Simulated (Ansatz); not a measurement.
## C: relaxed-ion elastic tensor

Theory: DFT PBEsol, scalar-relativistic, plane waves, PAW (Ansatz). Settings: 420 eV plane-wave cutoff, Γ-centred 18×18×6 mesh, Fermi-Dirac smearing of 0.15 eV. No spin polarisation.

Equilibrium structure at this level:
```
CELL_PARAMETERS angstrom
2.45892 0.00000 0.00000
-1.22946 2.12948 0.00000
0.00000 0.00000 7.27655
ATOMIC_POSITIONS crystal
C 0.00000 0.00000 0.00250
C 0.00000 0.00000 0.50250
C 0.33333 0.66667 0.00250
C 0.66667 0.33333 0.50250
```

In a metal, frequencies and elastic constants depend on the k mesh and the smearing, soft modes and shear constants most. The crystal is built of layers and no dispersion correction was added, so the binding between them is poorly described, and with it their spacing and whatever depends on it.

Q: Give the relaxed-ion elastic constants (GPa, Voigt order xx yy zz yz xz xy, on the axes of the cell above).

A:
C11 = 978.2, C12 = 185.7, C13 = -0.8, C22 = 978.2, C23 = -0.8, C33 = 8.0, C44 = 1.6, C55 = 1.6, C66 = 396.2 GPa; the others vanish.

Q: Is the crystal stable against homogeneous strain?

A: Too close to call: the least eigenvalue is 1.6 GPa, within what the k mesh leaves open in a metal.

The bands only touch here, so at this level the crystal is a zero-gap semiconductor or semimetal, not an ordinary metal.